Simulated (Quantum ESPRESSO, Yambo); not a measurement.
# LiBr (Fm-3m): a self-consistent loop beyond G0W0, cycle by cycle, part 2 of 2

How far does self-consistency move the gap of LiBr (Fm-3m)?

Quantum ESPRESSO 7.5 and Yambo 5.3.0; PBE and many-body steps on it, plane waves. Known limits of the many-body steps: not at the basis limit; no spin-orbit coupling; coarse k mesh.

So far. Step 5 (evGW0, cycle 1): Against G0W0 in Yambo (4×4×4 mesh, 142 bands, screening to 210.9 eV, Godby-Needs plasmon pole), the gap moves by +0.286 eV. Step 6 (evGW0, cycle 2): Against the cycle before, the gap moves by +0.026 eV.

## (7) evGW0, cycle 3

Level of this step: evGW0 on PBE, plane waves, norm-conserving pseudopotentials (Yambo).

The input, gw5.in:

```
HF_and_locXC
gw0
dyson
ppa
em1d
rim_cut
RandQpts= 1000000
RandGvec= 1 RL
EXXRLvcs= 76 Ry
VXCRLvcs= 304 Ry
Chimod= "HARTREE"
% BndsRnXp
 1 | 142 |
%
NGsBlkXp= 15.5 Ry
% LongDrXp
 1 | 1 | 1 |
%
% GbndRnge
 1 | 142 |
%
DysSolver= "n"
ExtendOut
PPAPntXp= 27.21138 eV
% QPkrange
 1 | 8 | 8 | 14 |
%
GfnQPdb= "E < ./gw4_fix/ndb.QP"
```

Started as:

```sh
$ OMP_NUM_THREADS=1 mpirun -n 4 yambo -F gw5.in -J gw5,gw1_W -C gw5 > gw5.log
```

Output:

```text
 Yambo, version 5.3.0

 [02] CORE Variables Setup
 =========================

  [... cell, symmetries and grids as in the set-up ...]

  [02.05] Energies & Occupations
  ==============================

  [X] === General ===
  [X] Electronic Temperature                        :  0.000000  0.000000 [eV K]
  [X] Bosonic    Temperature                        :  0.000000  0.000000 [eV K]
  [X] Finite Temperature mode                       : no
  [X] El. density                                   :  0.48050E+24 [cm-3]
[...]
Sx RL components                                 :   3215

   QP @ state[ 1 ] K range                          :   1   8
   QP @ state[ 1 ] b range                          :   8  14
   GF energies kind                                 : Perdew, Burke & Ernzerhof(X)+Perdew, Burke & Ernzerhof(C)+ E < ./gw2/ndb.QP + @E Fit+ E < ./gw3_fix/
   GF WF`s kind                                     : Perdew, Burke & Ernzerhof(X)+Perdew, Burke & Ernzerhof(C)
   Xs energies kind                                 : Perdew, Burke & Ernzerhof(X)+Perdew, Burke & Ernzerhof(C)
   Xs WF`s kind                                     : Perdew, Burke & Ernzerhof(X)+Perdew, Burke & Ernzerhof(C)

 [13] Game Over & Game summary
```

The job ended after 8.3 min (4 MPI ranks of Arm Neoverse V1, shared host; peak memory 1.5 GiB).

Numbers from this step:

```yaml
quasiparticle_gap_on_the_mesh: 8.194 eV
gap_of_the_density_functional_on_the_mesh: 4.938 eV
k_of_the_valence_top: 0, 0, 0
k_of_the_conduction_bottom: 0, 0, 0
least_direct_quasiparticle_gap_on_the_computed_points: 8.194 eV
```

Against the cycle before, the gap moves by +0.003 eV.

The program's own table gives 8.596 eV, which is too large where the input levels are shifted: this version takes Σc at the unshifted level E₀, yet steps from the shifted one. The value above is the Newton step from E₀, E₀ + Z(Σc + Σx − Vxc), rebuilt from the printed columns.

## (8) evGW, cycle 1

This step: evGW on PBE, plane waves, norm-conserving pseudopotentials.

gw6.in, as its differences from gw5.in of step 7:

```diff
@@ -27,2 +27,3 @@
 %
-GfnQPdb= "E < ./gw4_fix/ndb.QP"
+GfnQPdb= "E < ./gw2/ndb.QP"
+XfnQPdb= "E < ./gw2/ndb.QP"
```

Started as:

```sh
$ OMP_NUM_THREADS=1 mpirun -n 4 yambo -F gw6.in -J gw6 -C gw6 > gw6.log
```

Output:

```text
 Yambo, version 5.3.0

 [02] CORE Variables Setup
 =========================

  [... cell, symmetries and grids as in the set-up ...]

  [02.05] Energies & Occupations
  ==============================

  [X] === General ===
  [X] Electronic Temperature                        :  0.000000  0.000000 [eV K]
  [X] Bosonic    Temperature                        :  0.000000  0.000000 [eV K]
  [X] Finite Temperature mode                       : no
  [X] El. density                                   :  0.48050E+24 [cm-3]
[...]
Sx RL components                                 :   3215

   QP @ state[ 1 ] K range                          :   1   8
   QP @ state[ 1 ] b range                          :   8  14
   GF energies kind                                 : Perdew, Burke & Ernzerhof(X)+Perdew, Burke & Ernzerhof(C)+ E < ./gw2/ndb.QP + @E Fit
   GF WF`s kind                                     : Perdew, Burke & Ernzerhof(X)+Perdew, Burke & Ernzerhof(C)
   Xs energies kind                                 : Perdew, Burke & Ernzerhof(X)+Perdew, Burke & Ernzerhof(C)
   Xs WF`s kind                                     : Perdew, Burke & Ernzerhof(X)+Perdew, Burke & Ernzerhof(C)

 [15] Game Over & Game summary
```

Elapsed: 9.4 min, on 4 MPI ranks; peak memory 1.5 GiB; 37 min of CPU time.

This step gave:

```yaml
quasiparticle_gap_on_the_mesh: 8.667 eV
gap_of_the_density_functional_on_the_mesh: 4.938 eV
k_of_the_valence_top: 0, 0, 0
k_of_the_conduction_bottom: 0, 0, 0
least_direct_quasiparticle_gap_on_the_computed_points: 8.667 eV
```

Against G0W0 in Yambo (4×4×4 mesh, 142 bands, screening to 210.9 eV, Godby-Needs plasmon pole), the gap moves by +0.788 eV.

The program's own table gives 8.979 eV, which is too large where the input levels are shifted: this version takes Σc at the unshifted level E₀, yet steps from the shifted one. The value above is the Newton step from E₀, E₀ + Z(Σc + Σx − Vxc), rebuilt from the printed columns.

## (9) evGW, cycle 2

gw7.in, as its differences from gw6.in of step 8:

```diff
@@ -27,3 +27,3 @@
 %
-GfnQPdb= "E < ./gw2/ndb.QP"
-XfnQPdb= "E < ./gw2/ndb.QP"
+GfnQPdb= "E < ./gw6_fix/ndb.QP"
+XfnQPdb= "E < ./gw6_fix/ndb.QP"
```

Started as:

```sh
$ OMP_NUM_THREADS=1 mpirun -n 4 yambo -F gw7.in -J gw7 -C gw7 > gw7.log
```

Output:

```text
 Yambo, version 5.3.0

 [02] CORE Variables Setup
 =========================

  [... cell, symmetries and grids as in the set-up ...]

  [02.05] Energies & Occupations
  ==============================

  [X] === General ===
  [X] Electronic Temperature                        :  0.000000  0.000000 [eV K]
  [X] Bosonic    Temperature                        :  0.000000  0.000000 [eV K]
  [X] Finite Temperature mode                       : no
  [X] El. density                                   :  0.48050E+24 [cm-3]
[...]
Sx RL components                                 :   3215

   QP @ state[ 1 ] K range                          :   1   8
   QP @ state[ 1 ] b range                          :   8  14
   GF energies kind                                 : Perdew, Burke & Ernzerhof(X)+Perdew, Burke & Ernzerhof(C)+ E < ./gw2/ndb.QP + @E Fit+ E < ./gw6_fix/
   GF WF`s kind                                     : Perdew, Burke & Ernzerhof(X)+Perdew, Burke & Ernzerhof(C)
   Xs energies kind                                 : Perdew, Burke & Ernzerhof(X)+Perdew, Burke & Ernzerhof(C)
   Xs WF`s kind                                     : Perdew, Burke & Ernzerhof(X)+Perdew, Burke & Ernzerhof(C)

 [15] Game Over & Game summary
```

Elapsed: 9.4 min, on 4 MPI ranks; peak memory 1.5 GiB.

This step gave:

```
quasiparticle gap on the mesh                         : 8.858 eV
gap of the density functional on the mesh             : 4.938 eV
k of the valence top                                  : 0, 0, 0
k of the conduction bottom                            : 0, 0, 0
least direct quasiparticle gap on the computed points : 8.858 eV
```

Against the cycle before, the gap moves by +0.191 eV.

The program's own table gives 9.219 eV, which is too large where the input levels are shifted: this version takes Σc at the unshifted level E₀, yet steps from the shifted one. The value above is the Newton step from E₀, E₀ + Z(Σc + Σx − Vxc), rebuilt from the printed columns.

## (10) evGW, cycle 3

gw8.in, as its differences from gw7.in of step 9:

```diff
@@ -27,3 +27,3 @@
 %
-GfnQPdb= "E < ./gw6_fix/ndb.QP"
-XfnQPdb= "E < ./gw6_fix/ndb.QP"
+GfnQPdb= "E < ./gw7_fix/ndb.QP"
+XfnQPdb= "E < ./gw7_fix/ndb.QP"
```

Started as:

```sh
$ OMP_NUM_THREADS=1 mpirun -n 4 yambo -F gw8.in -J gw8 -C gw8 > gw8.log
```

Output:

```text
 Yambo, version 5.3.0

 [02] CORE Variables Setup
 =========================

  [... cell, symmetries and grids as in the set-up ...]

  [02.05] Energies & Occupations
  ==============================

  [X] === General ===
  [X] Electronic Temperature                        :  0.000000  0.000000 [eV K]
  [X] Bosonic    Temperature                        :  0.000000  0.000000 [eV K]
  [X] Finite Temperature mode                       : no
  [X] El. density                                   :  0.48050E+24 [cm-3]
[...]
Sx RL components                                 :   3215

   QP @ state[ 1 ] K range                          :   1   8
   QP @ state[ 1 ] b range                          :   8  14
   GF energies kind                                 : Perdew, Burke & Ernzerhof(X)+Perdew, Burke & Ernzerhof(C)+ E < ./gw2/ndb.QP + @E Fit+ E < ./gw6_fix/
   GF WF`s kind                                     : Perdew, Burke & Ernzerhof(X)+Perdew, Burke & Ernzerhof(C)
   Xs energies kind                                 : Perdew, Burke & Ernzerhof(X)+Perdew, Burke & Ernzerhof(C)
   Xs WF`s kind                                     : Perdew, Burke & Ernzerhof(X)+Perdew, Burke & Ernzerhof(C)

 [15] Game Over & Game summary
```

Wall time 9.5 min (4 MPI ranks); peak memory 1.5 GiB.

This step gave:

```
quasiparticle gap on the mesh                         : 8.903 eV
gap of the density functional on the mesh             : 4.938 eV
k of the valence top                                  : 0, 0, 0
k of the conduction bottom                            : 0, 0, 0
least direct quasiparticle gap on the computed points : 8.903 eV
```

Against the cycle before, the gap moves by +0.045 eV.

The program's own table gives 9.275 eV, which is too large where the input levels are shifted: this version takes Σc at the unshifted level E₀, yet steps from the shifted one. The value above is the Newton step from E₀, E₀ + Z(Σc + Σx − Vxc), rebuilt from the printed columns.

## (11) evGW, cycle 4

gw9.in, as its differences from gw8.in of step 10:

```diff
@@ -27,3 +27,3 @@
 %
-GfnQPdb= "E < ./gw7_fix/ndb.QP"
-XfnQPdb= "E < ./gw7_fix/ndb.QP"
+GfnQPdb= "E < ./gw8_fix/ndb.QP"
+XfnQPdb= "E < ./gw8_fix/ndb.QP"
```

Started as:

```sh
$ OMP_NUM_THREADS=1 mpirun -n 4 yambo -F gw9.in -J gw9 -C gw9 > gw9.log
```

Output:

```text
 Yambo, version 5.3.0

 [02] CORE Variables Setup
 =========================

  [... cell, symmetries and grids as in the set-up ...]

  [02.05] Energies & Occupations
  ==============================

  [X] === General ===
  [X] Electronic Temperature                        :  0.000000  0.000000 [eV K]
  [X] Bosonic    Temperature                        :  0.000000  0.000000 [eV K]
  [X] Finite Temperature mode                       : no
  [X] El. density                                   :  0.48050E+24 [cm-3]
[...]
Sx RL components                                 :   3215

   QP @ state[ 1 ] K range                          :   1   8
   QP @ state[ 1 ] b range                          :   8  14
   GF energies kind                                 : Perdew, Burke & Ernzerhof(X)+Perdew, Burke & Ernzerhof(C)+ E < ./gw2/ndb.QP + @E Fit+ E < ./gw6_fix/
   GF WF`s kind                                     : Perdew, Burke & Ernzerhof(X)+Perdew, Burke & Ernzerhof(C)
   Xs energies kind                                 : Perdew, Burke & Ernzerhof(X)+Perdew, Burke & Ernzerhof(C)
   Xs WF`s kind                                     : Perdew, Burke & Ernzerhof(X)+Perdew, Burke & Ernzerhof(C)

 [15] Game Over & Game summary
```

Wall time 9.4 min (4 MPI ranks); peak memory 1.5 GiB; 38 min of CPU time.

This step gave:

* quasiparticle gap on the mesh: 8.913 eV
* gap of the density functional on the mesh: 4.938 eV
* k of the valence top: 0, 0, 0
* k of the conduction bottom: 0, 0, 0
* least direct quasiparticle gap on the computed points: 8.913 eV

Against the cycle before, the gap moves by +0.010 eV.

The program's own table gives 9.287 eV, which is too large where the input levels are shifted: this version takes Σc at the unshifted level E₀, yet steps from the shifted one. The value above is the Newton step from E₀, E₀ + Z(Σc + Σx − Vxc), rebuilt from the printed columns.

## (12) evGW, cycle 5

gw10.in, as its differences from gw9.in of step 11:

```diff
@@ -27,3 +27,3 @@
 %
-GfnQPdb= "E < ./gw8_fix/ndb.QP"
-XfnQPdb= "E < ./gw8_fix/ndb.QP"
+GfnQPdb= "E < ./gw9_fix/ndb.QP"
+XfnQPdb= "E < ./gw9_fix/ndb.QP"
```

Started as:

```sh
$ OMP_NUM_THREADS=1 mpirun -n 4 yambo -F gw10.in -J gw10 -C gw10 > gw10.log
```

Output:

```text
 Yambo, version 5.3.0

 [02] CORE Variables Setup
 =========================

  [... cell, symmetries and grids as in the set-up ...]

  [02.05] Energies & Occupations
  ==============================

  [X] === General ===
  [X] Electronic Temperature                        :  0.000000  0.000000 [eV K]
  [X] Bosonic    Temperature                        :  0.000000  0.000000 [eV K]
  [X] Finite Temperature mode                       : no
  [X] El. density                                   :  0.48050E+24 [cm-3]
[...]
Sx RL components                                 :   3215

   QP @ state[ 1 ] K range                          :   1   8
   QP @ state[ 1 ] b range                          :   8  14
   GF energies kind                                 : Perdew, Burke & Ernzerhof(X)+Perdew, Burke & Ernzerhof(C)+ E < ./gw2/ndb.QP + @E Fit+ E < ./gw6_fix/
   GF WF`s kind                                     : Perdew, Burke & Ernzerhof(X)+Perdew, Burke & Ernzerhof(C)
   Xs energies kind                                 : Perdew, Burke & Ernzerhof(X)+Perdew, Burke & Ernzerhof(C)
   Xs WF`s kind                                     : Perdew, Burke & Ernzerhof(X)+Perdew, Burke & Ernzerhof(C)

 [15] Game Over & Game summary
```

The job ended after 9.4 min (4 MPI ranks; peak memory 1.5 GiB; 38 min of CPU time).

This step gave:

| Property | Result |
| --- | --- |
| quasiparticle gap on the mesh | 8.915 eV |
| gap of the density functional on the mesh | 4.938 eV |
| k of the valence top | 0, 0, 0 |
| k of the conduction bottom | 0, 0, 0 |
| least direct quasiparticle gap on the computed points | 8.915 eV |

Against the cycle before, the gap moves by +0.002 eV.

The program's own table gives 9.290 eV, which is too large where the input levels are shifted: this version takes Σc at the unshifted level E₀, yet steps from the shifted one. The value above is the Newton step from E₀, E₀ + Z(Σc + Σx − Vxc), rebuilt from the printed columns.

## (13) The runs together

Times are wall times on 4 MPI ranks of Arm Neoverse V1, shared host. The host was busy with other work, so they are no guide to cost.

```
           run   mesh  bands  screening cutoff (eV)  DFT gap (eV)  gap on the mesh (eV)  direct (eV)     time
          G0W0  4×4×4    142                  210.9         4.938                 7.879        7.879  1.7 min
evGW0, cycle 1  4×4×4    142                  210.9         4.938                 8.165        8.165  8.3 min
evGW0, cycle 2  4×4×4    142                  210.9         4.938                 8.191        8.191  8.3 min
evGW0, cycle 3  4×4×4    142                  210.9         4.938                 8.194        8.194  8.3 min
 evGW, cycle 1  4×4×4    142                  210.9         4.938                 8.667        8.667  9.4 min
 evGW, cycle 2  4×4×4    142                  210.9         4.938                 8.858        8.858  9.4 min
 evGW, cycle 3  4×4×4    142                  210.9         4.938                 8.903        8.903  9.5 min
 evGW, cycle 4  4×4×4    142                  210.9         4.938                 8.913        8.913  9.4 min
 evGW, cycle 5  4×4×4    142                  210.9         4.938                 8.915        8.915  9.4 min
```

## (14) Summary of results

```
G0W0           : 7.879 eV
evGW0, cycle 1 : 8.165 eV
evGW0, cycle 2 : 8.191 eV
evGW0, cycle 3 : 8.194 eV
evGW, cycle 1  : 8.667 eV
evGW, cycle 2  : 8.858 eV
evGW, cycle 3  : 8.903 eV
evGW, cycle 4  : 8.913 eV
evGW, cycle 5  : 8.915 eV
known limits   : not at the basis limit; no spin-orbit coupling; coarse k mesh
```

evGW0 ends at 8.19 eV, +0.32 eV from G0W0, after 3 cycles that took 25 min beside the first screening; the last moved the gap by 0.003 eV. evGW ends at 8.92 eV, +1.04 eV from G0W0, after 5 cycles that took 47 min beside the first screening; the last moved the gap by 0.002 eV. Bands and cutoff are finite, so the gap is not at the basis limit. The miss can reach some tenths of an eV and take either sign; the mesh is an error of its own. The 4×4×4 mesh is coarse for this cell, which bears on the long-range parts of exchange and screening. The many-body steps are scalar-relativistic: spin-orbit coupling is not in them.

[Paths, hosts, dates, memory and timing lines, banners, echoed tables and standing remarks are left out of the program output.]

[Logs are printed without paths, hosts, clocks, repeated set-up lines and the standing remarks that a program may print on its own settings, such as how far it seeks lower states.]

[Runs of the session that timed out or met a known fault of the program may be left out.]

[Hosts, paths, dates, database ids (printed as entryN), source tags and the programs' standing remarks are cut or masked in the printed files.]
